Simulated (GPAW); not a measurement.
Here is a GPAW 26.7.0 calculation.

The input run.py:

```python
from ase.dft.bandgap import bandgap
from ase.io import read, write
from ase.units import GPa
from gpaw import GPAW, PW, setup_paths

setup_paths.insert(0, '.')

atoms = read('POSCAR')

calc = GPAW(mode=PW(600),
            xc='PBEsol',
            kpts={'size': (9, 9, 9), 'gamma': True},
            occupations={'name': 'fermi-dirac', 'width': 0.05},
            nbands=24,
            convergence={'density': 1e-05, 'energy': 1e-05},
            maxiter=150,
            txt='gpaw.txt')
atoms.calc = calc
energy = atoms.get_potential_energy()
forces = atoms.get_forces()
stress = atoms.get_stress()
calc.write('gs.gpw')
write('result.traj', atoms)
print(f'Energy: {energy:.6f} eV')
print('Forces (eV/A):')
print(forces.round(4))
print('Stress (GPa):', (stress / GPa).round(3))
print('Fermi level:', round(calc.get_fermi_level(), 4), 'eV')
print(f'Gap: {bandgap(calc)[0]:.4f} eV, direct: {bandgap(calc, direct=True)[0]:.4f} eV')

path = atoms.cell.bandpath('GXMGZPNZ1M,XP', npoints=100, eps=1e-4)
bs_calc = calc.fixed_density(kpts=path, symmetry='off', nbands=37,
                             convergence={'bands': 'CBM+6.0', 'eigenstates': 1e-6}, txt='bands.txt')
bs = bs_calc.band_structure()
bs.write('bs.json')
print(f'Gap on the path: {bandgap(bs_calc)[0]:.4f} eV')
```

File POSCAR:

```
Sn
1.0
   -2.9401404553      2.9401404553      1.5993019889
    2.9401404553     -2.9401404553      1.5993019889
    2.9401404553      2.9401404553     -1.5993019889
Sn
2
Direct
    0.0000000000      0.0000000000      0.0000000000
    0.7500000000      0.2500000000      0.5000000000
```

Potentials or basis: PAW data sets generated in the run's folder for this functional, pw.

Run with:

```bash
$ gpaw-setup -f PBEsol Sn
$ OMP_NUM_THREADS=1 python run.py
```

Question: Estimate the pressure.

Answer: -1.7 GPa.

Question: Predict the band gap along the path.

Answer: None (metal or under the smearing width).

Stress tensor (GPa, compression positive):
```
-1.58  0.00  0.00
 0.00 -1.58  0.00
 0.00  0.00 -1.94
```

Caveat: spin-orbit coupling is left out, which moves the levels of the heavy elements.
